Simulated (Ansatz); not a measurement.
## Si: before and after

The calculation used Ansatz, DFT PBE, scalar-relativistic, plane waves, PAW. All cells share a 420 eV cutoff and Γ-centred k meshes spaced at most 0.3 Å⁻¹ (0.19 for metals, 2π included).

The start was the K type (Cmmm, No. 65), relaxed within its symmetry. A cell of 5 atoms (1 times the primitive one) was then disturbed at random, relaxed without symmetry and relaxed once more on a fine mesh. The k mesh leaves about 4 meV/atom of noise in metals.

Before:

```cif
data_structure
_symmetry_space_group_name_H-M 'Cmmm'
_symmetry_Int_Tables_number 65
_cell_length_a 4.9412
_cell_length_b 7.5158
_cell_length_c 4.9430
_cell_angle_alpha 90.000
_cell_angle_beta 90.000
_cell_angle_gamma 90.000
_cell_volume 183.57
loop_
_atom_site_label
_atom_site_type_symbol
_atom_site_symmetry_multiplicity
_atom_site_Wyckoff_symbol
_atom_site_fract_x
_atom_site_fract_y
_atom_site_fract_z
_atom_site_occupancy
Si1 Si 8 m 0.25000 0.75000 0.25304 1
Si2 Si 2 a 0.00000 0.00000 0.00000 1
```

After:

```cif
data_structure
_symmetry_space_group_name_H-M 'Cmmm'
_symmetry_Int_Tables_number 65
_cell_length_a 4.6336
_cell_length_b 7.0349
_cell_length_c 5.0458
_cell_angle_alpha 90.000
_cell_angle_beta 90.000
_cell_angle_gamma 90.000
_cell_volume 164.48
loop_
_atom_site_label
_atom_site_type_symbol
_atom_site_symmetry_multiplicity
_atom_site_Wyckoff_symbol
_atom_site_fract_x
_atom_site_fract_y
_atom_site_fract_z
_atom_site_occupancy
Si1 Si 8 n 0.50000 0.67611 0.25438 1
Si2 Si 2 b 0.50000 0.00000 0.00000 1
```

Q: Is this a distortion of the same structure or a reconstruction, and what lowers the energy?

A: A reconstruction, from Cmmm (No. 65) to Cmmm (No. 65). Each Si has on average 8.8 Si contacts in place of 6.4, longer on average (2.52 → 2.68 Å).

Q: What does it gain?

A: 111 meV/atom, with the volume going from 18.36 to 16.45 Å³/atom.

This form isn't the element's structure at ambient conditions.